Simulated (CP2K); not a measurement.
# AlNi: equation of state with PBEsol

Crystal: AlNi.

```
CELL_PARAMETERS angstrom
2.75200 0.00000 0.00000
-0.02050 2.75192 0.00000
0.00000 0.00000 3.09943
ATOMIC_POSITIONS crystal
Ni 0.50000 0.50000 0.50000
Al 0.00000 0.00000 0.00000
```

The cell comes from a database or a generator and needn't be the stable form of this composition.

- Program: CP2K 2026.2
- Task: equation of state
- Functional: PBEsol
- Potentials or basis: GTH_POTENTIALS Ni GTH-PBE-q18; POTENTIAL_UZH Al GTH-PBE-q3; TZVP-MOLOPT-SR-GTH, TZVP-MOLOPT-PBE-GTH basis
- Density cutoff: 8163 eV
- k mesh: 10 × 10 × 9
- Occupations: fermi-dirac, width 0.05 eV
- Spin: collinear spin, ferromagnetic start
- Starting moments: [1.0, 0.0] μB

```json
{
  "Equilibrium volume": "11.87 Å³/atom",
  "Bulk modulus at fixed shape and positions": "166 GPa",
  "Pressure derivative of the bulk modulus": "5.2 (rough: it moves with the points fitted)"
}
```

Energy against volume, from the lowest point:
```csv
volume (Å³/atom),energy (meV/atom)
11.032,35.55
11.267,17.37
11.502,6.00
11.736,0.40
11.971,0.00
12.206,3.90
12.441,12.27
```

All runs of the series together: 16 min on 1 thread of Arm Neoverse V2 (shared host).

Caveat: the cell was scaled at fixed shape and fractional positions, which overstates the stiffness of a crystal with free parameters, most of all of layers and chains; the potentials were made for another functional, which shifts forces and pressure; the basis of atomic orbitals isn't converged, which shifts pressures, moduli and gaps.
